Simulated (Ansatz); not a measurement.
InPd:

```
In Pd
1.0
     0.00000    2.74607    2.74607
     2.74607    0.00000    2.74607
     2.74607    2.74607    0.00000
In Pd
1 1
Cartesian
  0.0000 0.0000 0.0000
  2.7461 2.7461 2.7461
```

The cell was built by a generator and needn't be a form met in nature.

| Item | Value |
| --- | --- |
| Program | Ansatz 0.2.0 |
| Task | relaxation of cell and atoms |
| Functional | r2SCAN |
| Potentials or basis | Ansatz PAW |
| Cutoff | 500 eV (not typed: the program's choice for these potentials) |
| k mesh | 8 × 8 × 8 |
| Occupations | fermi-dirac, width 0.05 eV |
| Spin | no spin polarisation |

At the start: volume 20.71 Å³/atom.

**Question.** Where does the relaxation end?

**Answer.** It ends after 5 steps and the volume is 20.05 Å³/atom (-3.2 %); space group Fm-3m (No. 225, to 0.05 Å).

The path:
```tsv
step	energy change (eV)	largest force (eV/Å)	volume (Å³)
1	0.0000	0.0000	41.42
2	-0.0041	0.0000	38.97
3	-0.0134	0.0000	40.17
4	-0.0135	0.0000	40.09
5	-0.0126	0.0000	40.09
```

Final structure:
```xyz
2
Lattice="0.0000 2.7165 2.7165 2.7165 0.0000 2.7165 2.7165 2.7165 0.0000" Properties=species:S:1:pos:R:3 pbc="T T T"
In    0.0000    0.0000    0.0000
Pd    2.7165    2.7165    2.7165
```

Caveat: the plane-wave basis is chosen anew once the cell has moved, so the energies of steps on either side of that aren't comparable; the PAW data sets come from PBE, with cores solved anew for the run's functional, which leaves a small shift of forces and pressure.
